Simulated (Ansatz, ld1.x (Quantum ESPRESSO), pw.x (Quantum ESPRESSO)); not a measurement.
## pw.x on fcc Zr: one setting changed

Potential: PAW, ld1.x (Quantum ESPRESSO) 7.5, PBE; core [Ar] 3d10, reference 4s2 4p6 4d2 5s2 5p0; waves: 4s (bound): rcut 1.55, rcutus 1.85 bohr; 5s (bound): rcut 1.55, rcutus 1.85 bohr; 4p (bound): rcut 2.50, rcutus 2.75 bohr; 5p (bound, empty): rcut 2.50, rcutus 2.75 bohr; 4d (bound): rcut 1.60, rcutus 1.80 bohr; 4d channel at 0.4 Ry: rcut 1.60, rcutus 1.80 bohr; local part: all-electron potential smoothed inside 2.70 bohr (lloc = -1); core correction: none; augmentation: PSQ, inside the norm-conserving radii.

The reference run (k-mesh 13³, cutoffs 45/360 Ry, Fermi–Dirac 0.01 Ry, mixing_beta 0.4, conv_thr 1e-9, no spin) gives 0.74 GPa at 23.229 Å³/atom, where all-electron LAPW gives 0.31 GPa. This run, with its own iteration cap, changes degauss to 0.002.

```
&control
  calculation='scf', prefix='x', pseudo_dir='./', outdir='./tmp', tstress=.true., disk_io='none'
/
&system
  ibrav=0, nat=1, ntyp=1, ecutwfc=45, ecutrho=360, nbnd=14,
  occupations='smearing', smearing='fd', degauss=0.002
/
&electrons
  conv_thr=1e-09, mixing_beta=0.4, electron_maxstep=70
/
ATOMIC_SPECIES
Zr 1.0 Zr.UPF
CELL_PARAMETERS angstrom
  0.00000000 2.26464521 2.26464521
  2.26464521 0.00000000 2.26464521
  2.26464521 2.26464521 0.00000000
ATOMIC_POSITIONS crystal
Zr 0.0000 0.0000 0.0000
K_POINTS automatic
13 13 13 0 0 0
```

```bash
pw.x < Zr.scf.in > Zr.scf.out
```

Task: How does the run end?

Result: It converges in 9 iterations; the free energy moves by +46.4 meV/atom and the pressure by -0.26 GPa. In a metal, with Fermi–Dirac smearing, F lies below its zero-width value by a term in the square of the width.

```
Message from routine setup:
     using ibrav=0 with symmetry is DISCOURAGED, use correct ibrav instead
     lattice parameter (alat)  =       6.0522  a.u.
     unit-cell volume          =     156.7571 (a.u.)^3
     number of electrons       =        12.00
     number of Kohn-Sham states=           14
     kinetic-energy cutoff     =      45.0000  Ry
     charge density cutoff     =     360.0000  Ry
     scf convergence threshold =      1.0E-09
     Exchange-correlation= SLA  PW   PBX  PBC
     number of k points=    84  Fermi-Dirac smearing, width (Ry)=  0.0020
     iteration #  1     ecut=    45.00 Ry     beta= 0.40
     total energy              =    -307.21116455 Ry
     estimated scf accuracy    <       0.09674257 Ry
     iteration #  2     ecut=    45.00 Ry     beta= 0.40
     total energy              =    -307.20837533 Ry
     estimated scf accuracy    <       0.02246352 Ry
     iteration #  3     ecut=    45.00 Ry     beta= 0.40
     total energy              =    -307.20907773 Ry
     estimated scf accuracy    <       0.00035245 Ry
     iteration #  4     ecut=    45.00 Ry     beta= 0.40
     total energy              =    -307.20914433 Ry
     estimated scf accuracy    <       0.00000110 Ry
     iteration #  5     ecut=    45.00 Ry     beta= 0.40
     total energy              =    -307.20914559 Ry
     estimated scf accuracy    <       0.00000027 Ry
     iteration #  6     ecut=    45.00 Ry     beta= 0.40
     total energy              =    -307.20914576 Ry
     estimated scf accuracy    <       0.00000002 Ry
     iteration #  7     ecut=    45.00 Ry     beta= 0.40
     total energy              =    -307.20914576 Ry
     estimated scf accuracy    <          5.6E-09 Ry
     iteration #  8     ecut=    45.00 Ry     beta= 0.40
     total energy              =    -307.20914577 Ry
     estimated scf accuracy    <          1.9E-09 Ry
     iteration #  9     ecut=    45.00 Ry     beta= 0.40
     the Fermi energy is    13.9165 ev
!    total energy              =    -307.20914577 Ry
     estimated scf accuracy    <          1.6E-10 Ry
     smearing contrib. (-TS)   =      -0.00030880 Ry
     The total energy is F=E-TS. E is the sum of the following terms:
     one-electron contribution =     -15.61451101 Ry
     hartree contribution      =      14.36475643 Ry
     xc contribution           =     -11.80662536 Ry
     ewald contribution        =     -77.13646491 Ry
     one-center paw contrib.   =    -217.01599212 Ry
     convergence has been achieved in   9 iterations
          total   stress  (Ry/bohr**3)                   (kbar)     P=        4.77
     Message from routine punch:
     Nothing written, as per user request (disk_io='none')
```

The run took about 15 s on one core of a shared host (Neoverse-V1, 32 threads, 247 GiB, load 22).
